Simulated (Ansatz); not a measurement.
# BaS (antiNiAs): equation of state and elastic constants

An exercise on one series of results from a longer session: the logs are not shown, and one member is left open.

Method: DFT PBE, scalar-relativistic, plane waves, PAW, in Ansatz 0.2.0.

1 further run of the same task is left out (set aside as unsound or not needed). Runs told in other sessions of the task aren't counted.

## The starting structure

It takes space group P6_3/mmc (No. 194, hexagonal). The conventional cell has a = 4.412 Å, b = 4.412 Å, c = 7.754 Å, α = 90.00°, β = 90.00°, γ = 120.00°. Ba (site symmetry -6m2) has 6 S at 3.20 Å in its first shell of neighbours. S (site symmetry -3m) has 6 Ba at 3.20 Å in its first shell of neighbours.

Coordinates:

```
Ba S
1.0
     4.41238    0.00000    0.00000
    -2.20619    3.82124    0.00000
     0.00000    0.00000    7.75391
Ba S
2 2
Direct
  0.33333 0.66667 0.25000
  0.66667 0.33333 0.75000
  0.00000 0.00000 0.00000
  0.00000 0.00000 0.50000
```

This cell comes from an earlier session at PBE: 32.684 Å³/atom at 0.00 GPa, on a 8×8×6 mesh.

Volume factors to run: 0.980, 1.020, 0.960, 1.040, 1.070, 1.100, 0.945.

The first run:

input.yaml reads:

```yaml
crystal:
  lattice:
    - [4.382768388, 0.0, 0.0]
    - [-2.191384194, 3.7955887629, 0.0]
    - [0.0, 0.0, 7.7018734733]
  atoms:
    - { symbol: Ba, position: [0.3333333333, 0.6666666667, 0.25] }
    - { symbol: Ba, position: [0.6666666667, 0.3333333333, 0.75] }
    - { symbol: S, position: [0.0, 0.0, 0.0] }
    - { symbol: S, position: [0.0, 0.0, 0.5] }
basis:
  ecutwfc: 420
  ecutrho_ratio: 4
kpoints:
  mp_grid: { grid: [8, 8, 6] }
hamiltonian:
  xc: pbe
scf:
  occupations: { method: gaussian, width: 0.05 }
output:
  forces: true
  stress: true
  eigenvalues: true
relax:
  f_tol: 0.01
  max_steps: 40
  cell: { stress_tol: 0.1, fix: [volume] }
```

Launch:

```bash
$ ansatz run input.yaml --threads 2 --pin off --max-ram 2662MiB --backend cpu --events-out ev --progress --plain --runs-dir out
```

Among the steps run: At 0.980 of the relaxed volume; Scaling the volume by 1.020; Volume × 0.960; Volume × 1.040; Volume × 1.070; At 1.100 of the relaxed volume; At 0.945 of the relaxed volume.

One of the session's tables, all rows but one given; the rest of the session is left out.

It belongs to the step «The fit». 

| volume (Å³/atom) | energy (meV/atom) | pressure (GPa) | gap (eV) |
| --- | --- | --- | --- |
| 30.887 | 13.65 | 2.54 | 1.93 |
| 31.377 | 7.04 | 1.79 | 1.93 |
| 32.031 | ? | ? | ? |
| 32.684 | 0.00 | 0.00 | 1.98 |
| 33.338 | 1.58 | -0.77 | 2.00 |
| 33.992 | 6.08 | -1.43 | 2.00 |
| 34.972 | 17.70 | -2.34 | 2.03 |
| 35.953 | 34.44 | -3.10 | 2.04 |

**Question.** Estimate the row for volume (Å³/atom) = 32.031.

Worked estimate for «energy (meV/atom)». A straight line through the neighbours (31.377, 7.04) and (32.684, 0.00) gives 7.04 + (0.00 − 7.04) × (32.031 − 31.377) / (32.684 − 31.377) = 3.52; a parabola fitted to 4 rows on both sides gives 1.74.

**Answer.** energy (meV/atom): 1.71; pressure (GPa): 0.84; gap (eV): 1.96. In «energy (meV/atom)» the line misses by +1.81 and the parabola by +0.03.
